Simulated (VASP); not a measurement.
# CdO (Fm-3m) in VASP: band structure with PBE

Aim: the band structure of CdO with PBE.

Everything below comes from runs of VASP 6.6.1. Logs are shortened: lines on timing, memory, paths and dates and some standing lists are left out, and cuts for length are marked.

## 1. The structure

It takes space group Fm-3m (No. 225, cubic). Conventional cell: a = 4.780 Å, b = 4.780 Å, c = 4.780 Å, α = 90.00°, β = 90.00°, γ = 90.00°. Around Cd (site symmetry m-3m) lie 6 O at 2.39 Å. O (site symmetry m-3m) is surrounded by 6 Cd at 2.39 Å.

## 2. Band structure, PBE

File POSCAR:

```
CdO                                     
1.0
   -0.0000000000      2.3901839524      2.3901839524
    2.3901839524      0.0000000000      2.3901839524
    2.3901839524      2.3901839524     -0.0000000000
  Cd              O             
     1     1
Direct
     0.0000000000000000    0.0000000000000000    0.0000000000000000
     0.5000000000000000    0.5000000000000000    0.5000000000000000
```

File INCAR.step1:

```
SYSTEM = CdO
PREC = Accurate ; ENCUT = 700
EDIFF = 1E-7 ; ISMEAR = 0
SIGMA = 0.02 ; LREAL = .False.
LASPH = .True. ; NELM = 100
ALGO = Fast ; ISIF = 2
LWAVE = .False. ; LCHARG = .True.
GGA = PE ; NBANDS = 16
```

File KPOINTS.step1:

```
Automatic mesh
0
Gamma
  12 12 12
  0 0 0
```

File INCAR.step2:

```
SYSTEM = CdO
PREC = Accurate ; ENCUT = 700
EDIFF = 1E-7 ; ISMEAR = 0
SIGMA = 0.05 ; LREAL = .False.
LASPH = .True. ; NELM = 100
ALGO = Fast ; ISIF = 2
LWAVE = .False. ; LCHARG = .False.
GGA = PE ; NBANDS = 16
ICHARG = 11
```

File KPOINTS.step2:

```
path GXWKGLUWLK,UX
10
line-mode
reciprocal
 0.0000000000  0.0000000000  0.0000000000  G
 0.5000000000  0.0000000000  0.5000000000  X

 0.5000000000  0.0000000000  0.5000000000  X
 0.5000000000  0.2500000000  0.7500000000  W

 0.5000000000  0.2500000000  0.7500000000  W
 0.3750000000  0.3750000000  0.7500000000  K

 0.3750000000  0.3750000000  0.7500000000  K
 0.0000000000  0.0000000000  0.0000000000  G

 0.0000000000  0.0000000000  0.0000000000  G
 0.5000000000  0.5000000000  0.5000000000  L

 0.5000000000  0.5000000000  0.5000000000  L
 0.6250000000  0.2500000000  0.6250000000  U

 0.6250000000  0.2500000000  0.6250000000  U
 0.5000000000  0.2500000000  0.7500000000  W

 0.5000000000  0.2500000000  0.7500000000  W
 0.5000000000  0.5000000000  0.5000000000  L

 0.5000000000  0.5000000000  0.5000000000  L
 0.3750000000  0.3750000000  0.7500000000  K

 0.6250000000  0.2500000000  0.6250000000  U
 0.5000000000  0.0000000000  0.5000000000  X
```

Potentials or basis: VASP PAW PBE potentials, release 64 (Cd, O).

Command:

```console
$ cat potpaw_PBE.64/Cd/POTCAR potpaw_PBE.64/O/POTCAR > POTCAR
$ cp INCAR.step1 INCAR
$ cp KPOINTS.step1 KPOINTS
$ mpirun -np 1 vasp_std > vasp.out
$ cp INCAR.step2 INCAR
$ cp KPOINTS.step2 KPOINTS
$ mpirun -np 1 vasp_std > vasp.out
```

OUTCAR:

```text
SYSTEM = CdO
   PREC = Accurate
   ENCUT = 700
   EDIFF = 1E-7
   ISMEAR = 0
   LREAL = .False.
   LASPH = .True.
   NELM = 100
   ISIF = 2
   GGA = PE
   ICHARG = 11

 ion  position               nearest neighbor table
   1  0.000  0.000  0.000-   2 2.39   2 2.39   2 2.39   2 2.39   2 2.39   2 2.39
   2  0.500  0.500  0.500-   1 2.39   1 2.39   1 2.39   1 2.39   1 2.39   1 2.39

  LATTYP: Found a face centered cubic cell.
 ALAT       =     4.7803679048

  Lattice vectors:

 A1 = (   0.0000000000,   2.3901839524,   2.3901839524)
 A2 = (   2.3901839524,   0.0000000000,   2.3901839524)
 A3 = (   2.3901839524,   2.3901839524,   0.0000000000)

Analysis of symmetry for initial positions (statically):
=====================================================================
 Subroutine PRICEL returns:
 Original cell was already a primitive cell.

 Routine SETGRP: Setting up the symmetry group for a
 face centered cubic supercell.

 Subroutine GETGRP returns: Found 48 space group operations
 (whereof 48 operations were pure point group operations)
 out of a pool of 48 trial point group operations.

The static configuration has the point symmetry O_h .

Analysis of symmetry for dynamics (positions and initial velocities):
=====================================================================
 Subroutine PRICEL returns:
 Original cell was already a primitive cell.

 Routine SETGRP: Setting up the symmetry group for a
 face centered cubic supercell.

 Subroutine GETGRP returns: Found 48 space group operations
 (whereof 48 operations were pure point group operations)
 out of a pool of 48 trial point group operations.

The dynamic configuration has the point symmetry O_h .

 Subroutine INISYM returns: Found 48 space group operations
 (whereof 48 operations are pure point group operations),
 and found     1 'primitive' translations

----------------------------------------------------------------------------------------

                                     Primitive cell

  volume of cell :      27.3101

  direct lattice vectors                    reciprocal lattice vectors
     0.000000000  2.390183952  2.390183952    -0.209188920  0.209188920  0.209188920
     2.390183952  0.000000000  2.390183952     0.209188920 -0.209188920  0.209188920
     2.390183952  2.390183952  0.000000000     0.209188920  0.209188920 -0.209188920

  length of vectors
     3.380230562  3.380230562  3.380230562     0.362325838  0.362325838  0.362325838

  position of ions in fractional coordinates (direct lattice)
     0.000000000  0.000000000  0.000000000
     0.500000000  0.500000000  0.500000000

  ion indices of the primitive-cell ions
   primitive index   ion index
                 1           1
                 2           2

----------------------------------------------------------------------------------------

 KPOINTS: path GXWKGLUWLK,UX

Interpolating k-points between supplied coordinates.

 Line segments in fractional coordinates (reciprocal lattice):
    0.000000  0.000000  0.000000  ...  0.500000  0.000000  0.500000
    0.500000  0.000000  0.500000  ...  0.500000  0.250000  0.750000
    0.500000  0.250000  0.750000  ...  0.375000  0.375000  0.750000
    0.375000  0.375000  0.750000  ...  0.000000  0.000000  0.000000
    0.000000  0.000000  0.000000  ...  0.500000  0.500000  0.500000
    0.500000  0.500000  0.500000  ...  0.625000  0.250000  0.625000
    0.625000  0.250000  0.625000  ...  0.500000  0.250000  0.750000
    0.500000  0.250000  0.750000  ...  0.500000  0.500000  0.500000
    0.500000  0.500000  0.500000  ...  0.375000  0.375000  0.750000
    0.625000  0.250000  0.625000  ...  0.500000  0.000000  0.500000

 Generated    10 points on each line segment, for a total of    100 k-points:

 Following reciprocal coordinates:
            Coordinates               Weight
  0.000000  0.000000  0.000000      0.010000
  0.055556  0.000000  0.055556      0.010000
  0.111111  0.000000  0.111111      0.010000
  0.166667  0.000000  0.166667      0.010000
  0.222222  0.000000  0.222222      0.010000
  0.277778  0.000000  0.277778      0.010000
[... 16 lines left out ...]
  0.472222  0.277778  0.750000      0.010000
  0.458333  0.291667  0.750000      0.010000
 [... further k-points ...]
   k-points           NKPTS =    100   k-points in BZ     NKDIM =    100   number of bands    NBANDS=     16
   number of dos      NEDOS =    301   number of ions     NIONS =      2
   total plane-waves  NPLWV =  27000
   dimension x,y,z NGX =    30 NGY =   30 NGZ =   30
   dimension x,y,z NGXF=    60 NGYF=   60 NGZF=   60
   ions per type =               1   1
   NGX,Y,Z   is equivalent  to a cutoff of  14.75, 14.75, 14.75 a.u.
   NGXF,Y,Z  is equivalent  to a cutoff of  29.51, 29.51, 29.51 a.u.
 SYSTEM =  CdO
   PREC   = accura    normal or accurate (medium, high low for compatibility)
   ISTART =      0    job   : 0-new  1-cont  2-samecut
   ICHARG =     11    charge: 1-file 2-atom 10-const
   ISPIN  =      1    spin polarized calculation?
   LNONCOLLINEAR =      F non collinear calculations
   LSORBIT =      F    spin-orbit coupling
   LASPH  =      T    aspherical Exc in radial PAW
   ENCUT  =  700.0 eV  51.45 Ry    7.17 a.u.   7.29  7.29  7.29*2*pi/ulx,y,z
   NELM   =    100;   NELMIN=  2; NELMDL=  0     # of ELM steps
   EDIFF  = 0.1E-06   stopping-criterion for ELM
   LREAL  =      F    real-space projection
   EDIFFG = 0.1E-05   stopping-criterion for IOM
   NSW    =      0    number of steps for IOM
   IBRION =     -1    ionic relax: 0-MD 1-quasi-New 2-CG
   NFREE  =      0    steps in history (QN), initial steepest desc. (CG)
   ISIF   =      2    stress and relaxation
   ISYM   =      2    0-nonsym 1-usesym 2-fastsym
   POTIM  = 0.5000    time-step for ionic-motion
   TEBEG  =    0.0;   TEEND  =   0.0 temperature during run
   PSTRESS=    0.0 pullay stress
   NELECT =      18.0000    total number of electrons
   NUPDOWN=      -1.0000    fix difference up-down
   EMIN   =  10.00;   EMAX   =-10.00  energy-range for DOS
   EFERMI =   0.00;   METHOD = LEGACY
   ISMEAR =     0;   SIGMA  =   0.05  broadening in eV -4-tet -1-fermi 0-gaus
   EFERMI_NEDOS =   21; number of points for ismear=-14 and -15
   IALGO  =     68    algorithm
   IMIX   =      4    mixing-type and parameters
     AMIX     =   0.40;   BMIX     =  1.00
     AMIX_MAG =   1.60;   BMIX_MAG =  1.00
  volume/ion in A,a.u.               =      13.66        92.15
  Fermi-wavevector in a.u.,A,eV,Ry     =   1.424703  2.692298 27.616815  2.029779
  Thomas-Fermi vector in A             =   2.545166
   LORBIT       =      0    0 simple, 1 ext, 2 COOP (PROOUT), +10 PAW based schemes
   GGA     = PE    functional components
   LHFCALC =     F    Hartree Fock is set to
   AEXX    =    0.0000 exact exchange contribution
   IVDW    =     0    specifies the selected vdW correction
   LEPSILON=     F    determine dielectric tensor
   LRPA    =     F    only Hartree local field effects (RPA)
 non-spin polarized calculation
 RMM-DIIS sequential band-by-band and
 Gauss-broadening in eV      SIGMA  =   0.05
  energy-cutoff  :      700.00
  volume of cell :       27.31
 maximum number of plane-waves:      1179
 NGX is ok and might be reduce to    30

 number of electron      18.0000001 magnetization

 Free energy of the ion-electron system (eV)
  ---------------------------------------------------
  ext. energy  EPLUGINS =         0.00000000
  ---------------------------------------------------
  free energy    TOTEN  =        -7.79774886 eV

  energy without entropy =       -7.79457402  energy(sigma->0) =       -7.79616144

 E-fermi :   1.5724     XC(G=0): -11.4101

 val. band max:        1.5624862670   @ k =   0.5000   0.5000   0.5000
 cond. band min:       1.6723080718   @ k =   0.0556   0.0000   0.0556
 fundamental gap:      0.1098218048
 Fermi energy:         1.5723944445

 k-point     1 :       0.0000    0.0000    0.0000
  band No.  band energies     occupation
      1     -15.4354      2.00000
      2      -5.0529      2.00000
      3      -5.0529      2.00000
      4      -5.0529      2.00000
      5      -4.7914      2.00000
      6      -4.7914      2.00000
[... 8 lines left out ...]
     15      19.0289      0.00000
     16      19.0289      0.00000

 k-point     2 :       0.0556    0.0000    0.0556
  band No.  band energies     occupation
      1     -15.4100      2.00000
      2      -5.0653      2.00000
      3      -5.0424      2.00000
      4      -5.0424      2.00000
      5      -4.8519      2.00000
      6      -4.7844      2.00000
[... 8 lines left out ...]
     15      18.9107      0.00000
     16      20.0340      0.00000

 k-point     3 :       0.1111    0.0000    0.1111
  band No.  band energies     occupation
      1     -15.3391      2.00000
      2      -5.1007      2.00000
      3      -5.0100      2.00000
      4      -5.0100      2.00000
      5      -5.0067      2.00000
      6      -4.7643      2.00000
[... 8 lines left out ...]
     15      20.2044      0.00000
     16      21.4839      0.00000

 k-point     4 :       0.1667    0.0000    0.1667
  band No.  band energies     occupation
      1     -15.2368      2.00000
      2      -5.1850      2.00000
      3      -5.1546      2.00000
      4      -4.9541      2.00000
      5      -4.9541      2.00000
      6      -4.7333      2.00000
[... 8 lines left out ...]
     15      21.7604      0.00000
     16      23.0696      0.00000
[... 324 lines left out ...]
 k-point    22 :       0.4861    0.2639    0.7500
  band No.  band energies     occupation
      1     -14.7717      2.00000
      2      -5.2017      2.00000
      3      -5.1619      2.00000
      4      -5.0997      2.00000
      5      -4.4446      2.00000
      6      -4.2939      2.00000
[... 8 lines left out ...]
     15      20.3014      0.00000
     16      26.2370      0.00000

 k-point    23 :       0.4722    0.2778    0.7500
  band No.  band energies     occupation
      1     -14.7730      2.00000
      2      -5.2386      2.00000
      3      -5.1531      2.00000
      4      -5.0598      2.00000
      5      -4.4500      2.00000
      6      -4.3052      2.00000
[... 8 lines left out ...]
     15      20.7173      0.00000
     16      26.0391      0.00000

 k-point    24 :       0.4583    0.2917    0.7500
  band No.  band energies     occupation
      1     -14.7748      2.00000
      2      -5.2786      2.00000
      3      -5.1338      2.00000
      4      -5.0194      2.00000
      5      -4.4586      2.00000
      6      -4.3230      2.00000
[... 8 lines left out ...]
     15      21.1400      0.00000
     16      25.8505      0.00000

 [... further k-points ...]

------------------------ aborting loop because EDIFF is reached ----------------------------------------

  FORCE on cell =-STRESS in cart. coord.  units (eV):
  Direction    XX          YY          ZZ          XY          YZ          ZX
  --------------------------------------------------------------------------------------
  -------------------------------------------------------------------------------------
  Total       -1.2490229     -1.2490229     -1.2490229     -0.0000000      0.0000000     -0.0000000
  in kB      -73.2752021    -73.2752021    -73.2752021     -0.0000000      0.0000000     -0.0000000
  external PRESSURE =     -73.2752021 kB  Pullay stress =       0.0000000 kB

 VOLUME and BASIS-vectors are now :
 -----------------------------------------------------------------------------
  energy-cutoff  :      700.00
  volume of cell :       27.31
      direct lattice vectors                 reciprocal lattice vectors
     0.000000000  2.390183952  2.390183952    -0.209188920  0.209188920  0.209188920
     2.390183952  0.000000000  2.390183952     0.209188920 -0.209188920  0.209188920
     2.390183952  2.390183952  0.000000000     0.209188920  0.209188920 -0.209188920

 POSITION                                       TOTAL-FORCE (eV/Angst)
 -----------------------------------------------------------------------------------
      0.00000      0.00000      0.00000         0.000000     -0.000000     -0.000000
      2.39018      2.39018      2.39018        -0.000000      0.000000      0.000000
 -----------------------------------------------------------------------------------
    total drift:                                0.000000      0.000000      0.000000

  FREE ENERGIE OF THE ION-ELECTRON SYSTEM (eV)
  ---------------------------------------------------
  free  energy   TOTEN  =        -7.7977488647 eV

  energy  without entropy=       -7.7945740198  energy(sigma->0) =       -7.79616144
```

It took 2.3 min on 1 thread of AMD EPYC 7R43 (Zen 3), shared host; peak memory 0.17 GiB.

What came out:

| Property | Result |
| --- | --- |
| Band gap along the path | none (metal or under the smearing width) |

Levels at the corners of the path, in eV from the Fermi level:
| point | band 6 | band 7 | band 8 | band 9 | band 10 | band 11 | band 12 | band 13 |
| --- | --- | --- | --- | --- | --- | --- | --- | --- |
| Γ | -6.37 | -1.16 | -1.16 | -1.16 | -0.54 | 14.89 | 16.66 | 16.66 |
| X | -5.79 | -3.98 | -2.08 | -2.08 | 3.66 | 8.32 | 11.02 | 12.91 |
| X | -5.79 | -3.98 | -2.08 | -2.08 | 3.66 | 8.32 | 11.02 | 12.91 |
| W | -5.87 | -2.77 | -2.77 | -1.78 | 5.68 | 8.73 | 8.73 | 10.39 |
| W | -5.87 | -2.77 | -2.77 | -1.78 | 5.68 | 8.73 | 8.73 | 10.39 |
| K | -6.02 | -3.17 | -2.71 | -1.16 | 5.15 | 8.40 | 8.44 | 12.53 |
| K | -6.02 | -3.17 | -2.71 | -1.16 | 5.15 | 8.40 | 8.44 | 12.53 |
| Γ | -6.37 | -1.16 | -1.16 | -1.16 | -0.54 | 14.89 | 16.66 | 16.66 |
| Γ | -6.37 | -1.16 | -1.16 | -1.16 | -0.54 | 14.89 | 16.66 | 16.66 |
| L | -6.15 | -3.70 | -0.02 | -0.02 | 4.40 | 6.94 | 11.68 | 11.68 |
| L | -6.15 | -3.70 | -0.02 | -0.02 | 4.40 | 6.94 | 11.68 | 11.68 |
| U | -6.02 | -3.17 | -2.71 | -1.16 | 5.15 | 8.40 | 8.44 | 12.53 |
| U | -6.02 | -3.17 | -2.71 | -1.16 | 5.15 | 8.40 | 8.44 | 12.53 |
| W | -5.87 | -2.77 | -2.77 | -1.78 | 5.68 | 8.73 | 8.73 | 10.39 |
| W | -5.87 | -2.77 | -2.77 | -1.78 | 5.68 | 8.73 | 8.73 | 10.39 |
| L | -6.15 | -3.70 | -0.02 | -0.02 | 4.40 | 6.94 | 11.68 | 11.68 |
| L | -6.15 | -3.70 | -0.02 | -0.02 | 4.40 | 6.94 | 11.68 | 11.68 |
| K | -6.02 | -3.17 | -2.71 | -1.16 | 5.15 | 8.40 | 8.44 | 12.53 |
| U | -6.02 | -3.17 | -2.71 | -1.16 | 5.15 | 8.40 | 8.44 | 12.53 |
| X | -5.79 | -3.98 | -2.08 | -2.08 | 3.66 | 8.32 | 11.02 | 12.91 |

Caveat: the log is that of the step along the path at fixed density, whose energy, stress, charges and moments have no meaning; this crystal is a semiconductor, whose small gap the functional closes, so the metal is an error of the method.
